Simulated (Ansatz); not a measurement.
Recipe of this trial structure of P: random cell by space group and Wyckoff sites (P4/mmm, No. 123). The dimensions are guesses.

Space group P4/mmm (No. 123). a = 3.362 Å, b = 3.362 Å, c = 1.878 Å, α = 90.00°, β = 90.00°, γ = 90.00°
```json
{"atom": "P", "site": "1d", "symmetry": "4/mmm", "x": "0.5000", "y": "0.5000", "z": "0.5000"}
```

Method: Ansatz 0.2.0, DFT PBE, scalar-relativistic, plane waves, PAW. Cutoff 420 eV, Gaussian smearing, Γ-centred meshes. Cell and atoms relax first on a coarse mesh and then on a finer one. In between, the cell is made exact in the group found at 0.06 Å. In metals the finer mesh still leaves noise of several meV/atom or more. The steps can't lower the symmetry of their start. No spin polarisation.

A guess keeps its type if space group and coordination stay and the shape of the cell changes little (axis ratios within about 15 %, angles within 6°); the volume may change.

**Question.** Does this structure survive the relaxation?

**Answer.** It doesn't keep its type. The symmetry goes from P4/mmm (No. 123) to Pm-3m (No. 221). The end has the simple cubic type. The volume per atom shrinks by 31.2 %, from 21.2 to 14.6 Å³. The shortest distance goes from 1.88 Å (P–P) to 2.44 Å (P–P). Counting neighbours within 15 % of an atom's shortest distance, the start has P 2 and the end P 6. In detail, at the end P has 6 P at 2.44 Å.

Space group Pm-3m (No. 221). a = 2.445 Å, b = 2.445 Å, c = 2.445 Å, α = 90.00°, β = 90.00°, γ = 90.00°
| atom | site | symmetry | x | y | z |
| --- | --- | --- | --- | --- | --- |
| P | 1b | m-3m | 0.5000 | 0.5000 | 0.5000 |

Energies count from the standard state of P at the same level. The references include black phosphorus.

**Question.** At what energy does it end?

**Answer.** +0.09 eV/atom. So it is a metastable form at best.

The last run used a 22×22×22 mesh for its 1-atom cell and Gaussian smearing of 0.10 eV. The reference form of P is held partly by dispersion forces, which this level lacks. A later test with randomly moved atoms led to a structure 46 meV/atom lower, so this end is a saddle point or a shallow minimum.
